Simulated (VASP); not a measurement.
# PbSe (Fm-3m) in VASP: a series of runs

Runs on PbSe. Level: PBE+D3(BJ). Tasks: single point.

Everything below comes from runs of VASP 6.6.1. Logs are shortened: lines on timing, memory, paths and dates and some standing lists are left out, and cuts for length are marked.

**The experiment to reproduce.**

From a printed reference work, monograph, for a bulk crystal of PbSe at 4.2 K: band gap 0.15 eV (direct).

How close the calculation comes is told below.

## (1) The cell of the first run

The structure is cubic, space group Fm-3m (No. 225). Conventional cell: a = 6.134 Å, b = 6.134 Å, c = 6.134 Å, α = 90.00°, β = 90.00°, γ = 90.00°. Within 4.0 Å of Pb (site symmetry m-3m) lie 6 Se at 3.07 Å. Within 4.0 Å of Se (site symmetry m-3m) lie 6 Pb at 3.07 Å.

## (2) Single point, PBE+D3(BJ)

File INCAR:

```
  PREC = Accurate
  ENCUT = 520
  EDIFF = 1E-6
  ISMEAR = 0
  SIGMA = 0.01
  LREAL = False
  LASPH = True
  NELM = 80
  ALGO = Normal
  ISIF = 2
  LWAVE = False
  LCHARG = False
  GGA = PE
  IVDW = 12
  NBANDS = 17
```

File KPOINTS:

```
regular mesh
0
Gamma
  10 10 10
```

File POSCAR:

```
PbSe
1.0
    0.0000000000      3.0671009925      3.0671009925
    3.0671009925      0.0000000000      3.0671009925
    3.0671009925      3.0671009925      0.0000000000
Pb Se
1 1
Direct
    0.0000000000      0.0000000000      0.0000000000
    0.5000000000      0.5000000000      0.5000000000
```

Potentials or basis: VASP PAW PBE potentials, release 64 (Pb_d, Se).

The run is started by

```sh
cat potpaw_PBE.64/Pb_d/POTCAR potpaw_PBE.64/Se/POTCAR > POTCAR
mpirun -np 1 vasp_std > vasp.out
```

OUTCAR:

```text
PREC = Accurate
   ENCUT = 520
   EDIFF = 1E-6
   ISMEAR = 0
   LREAL = False
   LASPH = True
   NELM = 80
   ISIF = 2
   GGA = PE
   IVDW = 12
 IVDW          = 12

 ion  position               nearest neighbor table
   1  0.000  0.000  0.000-   2 3.07   2 3.07   2 3.07   2 3.07   2 3.07   2 3.07
   2  0.500  0.500  0.500-   1 3.07   1 3.07   1 3.07   1 3.07   1 3.07   1 3.07

  LATTYP: Found a face centered cubic cell.
 ALAT       =     6.1342019850

  Lattice vectors:

 A1 = (   0.0000000000,   3.0671009925,   3.0671009925)
 A2 = (   3.0671009925,   0.0000000000,   3.0671009925)
 A3 = (   3.0671009925,   3.0671009925,   0.0000000000)

Analysis of symmetry for initial positions (statically):
=====================================================================
 Subroutine PRICEL returns:
 Original cell was already a primitive cell.

 Routine SETGRP: Setting up the symmetry group for a
 face centered cubic supercell.

 Subroutine GETGRP returns: Found 48 space group operations
 (whereof 48 operations were pure point group operations)
 out of a pool of 48 trial point group operations.

The static configuration has the point symmetry O_h .

Analysis of symmetry for dynamics (positions and initial velocities):
=====================================================================
 Subroutine PRICEL returns:
 Original cell was already a primitive cell.

 Routine SETGRP: Setting up the symmetry group for a
 face centered cubic supercell.

 Subroutine GETGRP returns: Found 48 space group operations
 (whereof 48 operations were pure point group operations)
 out of a pool of 48 trial point group operations.

The dynamic configuration has the point symmetry O_h .

 Subroutine INISYM returns: Found 48 space group operations
 (whereof 48 operations are pure point group operations),
 and found     1 'primitive' translations

----------------------------------------------------------------------------------------

                                     Primitive cell

  volume of cell :      57.7051

  direct lattice vectors                    reciprocal lattice vectors
     0.000000000  3.067100992  3.067100992    -0.163020390  0.163020390  0.163020390
     3.067100992  0.000000000  3.067100992     0.163020390 -0.163020390  0.163020390
     3.067100992  3.067100992  0.000000000     0.163020390  0.163020390 -0.163020390

  length of vectors
     4.337535821  4.337535821  4.337535821     0.282359598  0.282359598  0.282359598

  position of ions in fractional coordinates (direct lattice)
     0.000000000  0.000000000  0.000000000
     0.500000000  0.500000000  0.500000000

  ion indices of the primitive-cell ions
   primitive index   ion index
                 1           1
                 2           2

----------------------------------------------------------------------------------------

 KPOINTS: regular mesh

Automatic generation of k-mesh.
 Grid dimensions read from file:
 generate k-points for:   10   10   10

 Generating k-lattice:

  Cartesian coordinates                     Fractional coordinates (reciprocal lattice)
    -0.016302039  0.016302039  0.016302039     0.100000000  0.000000000  0.000000000
     0.016302039 -0.016302039  0.016302039     0.000000000  0.100000000  0.000000000
     0.016302039  0.016302039 -0.016302039     0.000000000  0.000000000  0.100000000

  Length of vectors
     0.028235960  0.028235960  0.028235960

  Shift w.r.t. Gamma in fractional coordinates (k-lattice)
     0.000000000  0.000000000  0.000000000

 Subroutine IBZKPT returns following result:
 ===========================================

 Found     47 irreducible k-points:

 Following reciprocal coordinates:
            Coordinates               Weight
  0.000000  0.000000  0.000000      1.000000
  0.100000  0.000000  0.000000      8.000000
  0.200000  0.000000  0.000000      8.000000
  0.300000  0.000000  0.000000      8.000000
  0.400000  0.000000  0.000000      8.000000
  0.500000  0.000000  0.000000      4.000000
[... 16 lines left out ...]
  0.300000  0.300000  0.000000      6.000000
  0.400000  0.300000  0.000000     24.000000
 [... further k-points ...]
   k-points           NKPTS =     47   k-points in BZ     NKDIM =     47   number of bands    NBANDS=     17
   number of dos      NEDOS =    301   number of ions     NIONS =      2
   total plane-waves  NPLWV =  32768
   dimension x,y,z NGX =    32 NGY =   32 NGZ =   32
   dimension x,y,z NGXF=    64 NGYF=   64 NGZF=   64
   ions per type =               1   1
   NGX,Y,Z   is equivalent  to a cutoff of  12.26, 12.26, 12.26 a.u.
   NGXF,Y,Z  is equivalent  to a cutoff of  24.53, 24.53, 24.53 a.u.
 SYSTEM =  unknown system
   PREC   = accura    normal or accurate (medium, high low for compatibility)
   ISTART =      0    job   : 0-new  1-cont  2-samecut
   ICHARG =      2    charge: 1-file 2-atom 10-const
   ISPIN  =      1    spin polarized calculation?
   LNONCOLLINEAR =      F non collinear calculations
   LSORBIT =      F    spin-orbit coupling
   LASPH  =      T    aspherical Exc in radial PAW
   ENCUT  =  520.0 eV  38.22 Ry    6.18 a.u.   8.06  8.06  8.06*2*pi/ulx,y,z
   NELM   =     80;   NELMIN=  2; NELMDL= -5     # of ELM steps
   EDIFF  = 0.1E-05   stopping-criterion for ELM
   LREAL  =      F    real-space projection
   EDIFFG = 0.1E-04   stopping-criterion for IOM
   NSW    =      0    number of steps for IOM
   IBRION =     -1    ionic relax: 0-MD 1-quasi-New 2-CG
   NFREE  =      0    steps in history (QN), initial steepest desc. (CG)
   ISIF   =      2    stress and relaxation
   ISYM   =      2    0-nonsym 1-usesym 2-fastsym
   POTIM  = 0.5000    time-step for ionic-motion
   TEBEG  =    0.0;   TEEND  =   0.0 temperature during run
   PSTRESS=    0.0 pullay stress
   NELECT =      20.0000    total number of electrons
   NUPDOWN=      -1.0000    fix difference up-down
   EMIN   =  10.00;   EMAX   =-10.00  energy-range for DOS
   EFERMI =   0.00;   METHOD = LEGACY
   ISMEAR =     0;   SIGMA  =   0.01  broadening in eV -4-tet -1-fermi 0-gaus
   EFERMI_NEDOS =   21; number of points for ismear=-14 and -15
   IALGO  =     38    algorithm
   IMIX   =      4    mixing-type and parameters
     AMIX     =   0.40;   BMIX     =  1.00
     AMIX_MAG =   1.60;   BMIX_MAG =  1.00
  volume/ion in A,a.u.               =      28.85       194.71
  Fermi-wavevector in a.u.,A,eV,Ry     =   1.149953  2.173096 17.992234  1.322392
  Thomas-Fermi vector in A             =   2.286620
   LORBIT       =      0    0 simple, 1 ext, 2 COOP (PROOUT), +10 PAW based schemes
   GGA     = PE    functional components
   LHFCALC =     F    Hartree Fock is set to
   AEXX    =    0.0000 exact exchange contribution
   IVDW    =    12    specifies the selected vdW correction
   LEPSILON=     F    determine dielectric tensor
   LRPA    =     F    only Hartree local field effects (RPA)
 non-spin polarized calculation
 Gauss-broadening in eV      SIGMA  =   0.01
  energy-cutoff  :      520.00
  volume of cell :       57.71
 maximum number of plane-waves:      1588
   NGX = 17   NGY = 17   NGZ = 17

 number of electron      19.9999998 magnetization

 Free energy of the ion-electron system (eV)
  ---------------------------------------------------
  ext. energy  EPLUGINS =         0.00000000
  ---------------------------------------------------
  free energy    TOTEN  =        -8.18274208 eV

  energy without entropy =       -8.18274208  energy(sigma->0) =       -8.18274208

 E-fermi :   5.1270     XC(G=0):  -9.5007

 val. band max:        4.9867794066   @ k =   0.5000   0.0000   0.0000
 cond. band min:       5.2989058545   @ k =   0.5000   0.0000   0.0000
 fundamental gap:      0.3121264479
 Fermi energy:         5.1269917977

 k-point     1 :       0.0000    0.0000    0.0000
  band No.  band energies     occupation
      1     -11.8354      2.00000
      2     -11.8354      2.00000
      3     -11.8354      2.00000
      4     -11.8310      2.00000
      5     -11.8310      2.00000
      6      -8.5490      2.00000
[... 9 lines left out ...]
     16      11.5210      0.00000
     17      13.1847      0.00000

 k-point     2 :       0.1000    0.0000    0.0000
  band No.  band energies     occupation
      1     -11.8351      2.00000
      2     -11.8349      2.00000
      3     -11.8349      2.00000
      4     -11.8308      2.00000
      5     -11.8308      2.00000
      6      -8.4736      2.00000
[... 9 lines left out ...]
     16      11.7472      0.00000
     17      13.9583      0.00000

 k-point     3 :       0.2000    0.0000    0.0000
  band No.  band energies     occupation
      1     -11.8402      2.00000
      2     -11.8402      2.00000
      3     -11.8342      2.00000
      4     -11.8235      2.00000
      5     -11.8235      2.00000
      6      -8.2590      2.00000
[... 9 lines left out ...]
     16      12.3215      0.00000
     17      15.3899      0.00000

 k-point     4 :       0.3000    0.0000    0.0000
  band No.  band energies     occupation
      1     -11.8474      2.00000
      2     -11.8474      2.00000
      3     -11.8333      2.00000
      4     -11.8137      2.00000
      5     -11.8137      2.00000
      6      -7.9475      2.00000
[... 9 lines left out ...]
     16      13.1939      0.00000
     17      16.7446      0.00000
[... 343 lines left out ...]
      1     -11.8533      2.00000
      2     -11.8457      2.00000
      3     -11.8305      2.00000
      4     -11.8195      2.00000
      5     -11.8125      2.00000
      6      -7.8353      2.00000
[... 9 lines left out ...]
     16      14.5183      0.00000
     17      15.1396      0.00000

 k-point    23 :       0.3000    0.3000    0.0000
  band No.  band energies     occupation
      1     -11.8984      2.00000
      2     -11.8470      2.00000
      3     -11.8190      2.00000
      4     -11.8075      2.00000
      5     -11.8075      2.00000
      6      -7.7240      2.00000
[... 9 lines left out ...]
     16      15.0153      0.00000
     17      15.5242      0.00000

 k-point    24 :       0.4000    0.3000    0.0000
  band No.  band energies     occupation
      1     -11.9149      2.00000
      2     -11.8469      2.00000
      3     -11.8204      2.00000
      4     -11.8029      2.00000
      5     -11.8003      2.00000
      6      -7.4812      2.00000
[... 9 lines left out ...]
     16      15.7095      0.00000
     17      16.4486      0.00000

 [... further k-points ...]

------------------------ aborting loop because EDIFF is reached ----------------------------------------

 Edisp (eV)   -0.73183

 E8    (eV) :    -0.3415

  FORCE on cell =-STRESS in cart. coord.  units (eV):
  Direction    XX          YY          ZZ          XY          YZ          ZX
  --------------------------------------------------------------------------------------
  -------------------------------------------------------------------------------------
  Total      -0.00849    -0.00849    -0.00849    -0.00000    -0.00000     0.00000
  in kB      -0.23562    -0.23562    -0.23562    -0.00000    -0.00000     0.00000
  external pressure =       -0.24 kB  Pullay stress =        0.00 kB

 VOLUME and BASIS-vectors are now :
 -----------------------------------------------------------------------------
  energy-cutoff  :      520.00
  volume of cell :       57.71
      direct lattice vectors                 reciprocal lattice vectors
     0.000000000  3.067100992  3.067100992    -0.163020390  0.163020390  0.163020390
     3.067100992  0.000000000  3.067100992     0.163020390 -0.163020390  0.163020390
     3.067100992  3.067100992  0.000000000     0.163020390  0.163020390 -0.163020390

 POSITION                                       TOTAL-FORCE (eV/Angst)
 -----------------------------------------------------------------------------------
      0.00000      0.00000      0.00000         0.000000     -0.000000      0.000000
      3.06710      3.06710      3.06710        -0.000000      0.000000     -0.000000
 -----------------------------------------------------------------------------------
    total drift:                                0.000000     -0.000000     -0.000000

  FREE ENERGIE OF THE ION-ELECTRON SYSTEM (eV)
  ---------------------------------------------------
  free  energy   TOTEN  =        -8.9145754007 eV

  energy  without entropy=       -8.9145754007  energy(sigma->0) =       -8.91457540
```

It took 38 s on 1 thread of Intel Xeon Platinum 8259CL at 2.50GHz (Skylake/Cascade Lake), shared host; peak memory 0.21 GiB.

Results:

```yaml
Free_energy: -8.9146 eV
Pressure: 0.0 GPa
Band_gap_on_the_k_mesh: 0.31 eV, direct
Dispersion_energy_per_atom: -0.366 eV
```

Levels at points of the mesh, in eV from the valence-band top:
```csv
k point,band 7,band 8,band 9,band 10,band 11,band 12,band 13,band 14
"(0.00, 0.00, 0.00)",-6.31,-1.84,-1.84,-1.84,4.70,4.70,4.70,6.53
"(0.50, 0.00, 0.00)",-8.76,-1.44,-1.44,0.00,0.31,1.72,1.72,8.55
"(0.50, 0.50, 0.00)",-7.37,-4.93,-3.19,-3.19,3.73,5.59,5.59,6.03
```

Caveat: spin-orbit coupling is left out, which moves the levels of the heavy elements.

(Continued in part 2 of 2.)
